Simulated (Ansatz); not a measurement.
Fluorite SrF2, treated with PBEsol in Ansatz (PAW).

Numerical settings: plane-wave cutoff 520 eV, 10×10×10 k mesh, Fermi–Dirac smearing 0.01 eV, scalar-relativistic PAW data made under PBE.

Energies at three volumes about the minimum:

```
V (Å³/atom)  E − E_lowest (meV/atom)
-----------  -----------------------
15.591                          1.50
15.909                          0.00
16.228                          1.40
```

Problem. Fit a parabola by hand: where is the minimum, what lattice constant follows, and what is the bulk modulus?

Solution. Slopes: (0.00 − 1.50)/(15.909 − 15.591) = -4.717 and (1.40 − 0.00)/(16.228 − 15.909) = 4.389 meV/Å³. Curvature E″ = 2 × (4.389 − (-4.717))/(16.228 − 15.591) = 28.590 meV/Å⁶. From the middle of the first interval, the slope vanishes at V0 = 15.7500 − (-4.717)/28.590 = 15.915 Å³/atom. B = V0 E″ = 15.915 × 28.590 meV/Å³ × 0.1602 GPa per meV/Å³ = 72.9 GPa. With 12 atoms in the cube, a = (12 × 15.915)^(1/3) = 5.759 Å. The full Birch–Murnaghan fit to all volumes gives V0 = 15.909 Å³/atom and B0 = 72.9 GPa.

Measured, for comparison: bulk modulus 69 GPa (temperature not stated, no zero-point or thermal correction; as tabulated in On the Morphology of Group II Metal Fluoride Nanocrystals at Finite Temperature …). Computed (rounded) less measured: bulk modulus +6 %. A static lattice is as a rule a little smaller and stiffer than an uncorrected measurement, which can account for part of this.

Ansatz is a first-principles code.
